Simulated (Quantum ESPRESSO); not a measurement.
Runs of Quantum ESPRESSO 7.5 on W. Symmetry: Im-3m, No. 229, cubic system. The conventional cell has a = 3.165 Å, b = 3.165 Å, c = 3.165 Å, α = 90.00°, β = 90.00°, γ = 90.00°. W (site symmetry m-3m) is surrounded by 8 W at 2.74 Å. 

```tsv
task	level	potentials or basis	cutoff (eV)	form of the LDA correlation	gap on the mesh (eV)	pressure (GPa)	V0 of scaled cells (Å³/atom)	B0 (GPa)
band structure	LDA	PseudoDojo 0.4.1 SR LDA standard	952	PW92	none	-9.8	-	-
band structure	PBEsol	PseudoDojo 0.4.1 SR PBEsol standard	1007	-	none	-2.8	-	-
equation of state	PBE+D3(BJ)	PseudoDojo 0.4.1 SR PBE standard	1007	-	-	-	15.86	(a)
equation of state	LDA	PseudoDojo 0.4.1 SR LDA standard	952	PW92	-	-	15.36	(b)
```

Alike in all rows: no spin polarisation; cell as given; k mesh 12 × 12 × 12; smearing fermi-dirac 0.05 eV.

**Question.** Estimate the missing entries.

**Answer.** (a) 314; (b) 327.

Caveats: spin-orbit coupling is left out, which moves the levels of the heavy elements (some runs).

A k mesh can miss the band edges, and the runs leave out spin-orbit coupling on W.

A gap of «none» marks a metal or a gap under the smearing width.
